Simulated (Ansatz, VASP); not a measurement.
# Ru: VASP beside Ansatz

INCAR

```
SYSTEM = Ru
  PREC = Accurate
  ENCUT = 520
  EDIFF = 1E-6
  ISMEAR = 0
  SIGMA = 0.15
  LREAL = .FALSE.
  LASPH = .TRUE.
  NELM = 80
  ALGO = Fast
  ISIF = 2
  LWAVE = .FALSE.
  LCHARG = .FALSE.
  GGA = PS
  NBANDS = 21
```

Contents of KPOINTS:

```
Automatic mesh
0
G
  18 18 10
  0 0 0
```

The input POSCAR:

```
Ru
1.0
    2.8403000000      0.0000000000      0.0000000000
   -1.4201500000      2.4597719544      0.0000000000
    0.0000000000      0.0000000000      3.8442000000
Ru
2
Direct
    0.3333333333      0.6666666667      0.2500000000
    0.6666666667      0.3333333333      0.7500000000
```

Input for Ansatz:

```yaml
crystal:
  lattice:
    - [2.8403, 0.0, 0.0]
    - [-1.42015, 2.4597719544, 0.0]
    - [0.0, 0.0, 3.8442]
  atoms:
    - { symbol: Ru, position: [0.3333333333, 0.6666666667, 0.25] }
    - { symbol: Ru, position: [0.6666666667, 0.3333333333, 0.75] }
basis:
  ecutwfc: 420
kpoints:
  mp_grid: { grid: [18, 18, 10] }
hamiltonian:
  xc: pbesol
  pseudopotentials: { kind: paw, azcp: { folder: soft_1 } }
scf:
  occupations: { method: gaussian, width: 0.15 }
output:
  forces: true
  stress: true
  eigenvalues: true
```

Alike in both runs: task single point; functional PBEsol; k mesh 18 × 18 × 10; occupations gaussian, width 0.15 eV; no spin polarisation.

```csv
,VASP,Ansatz
version,VASP 6.6.1,Ansatz 0.2.0
potentials or method,"VASP PAW PBE potentials, release 64 (Ru_pv)","scalar-relativistic, plane waves, PAW"
plane-wave cutoff (eV),520,420
valence electrons in the cell,28,32
```

|  | VASP | Ansatz | Ansatz less VASP |
| --- | --- | --- | --- |
| gap on the k mesh at the Fermi level (eV) | none | none | - |
| pressure (GPa) | 7.6 | 7.7 | +0.03 |
| largest component of the traceless stress (GPa) | 38.99 | 38.99 | -0.003 |

A gap of «none» marks a metal or a gap that the smearing closes. The two sets of potentials don't hold the same shells in valence. Ansatz warned: «pseudo_functional_mismatch».

Caveats: the PAW data sets were made with another functional, which shifts forces and pressure a little (VASP).
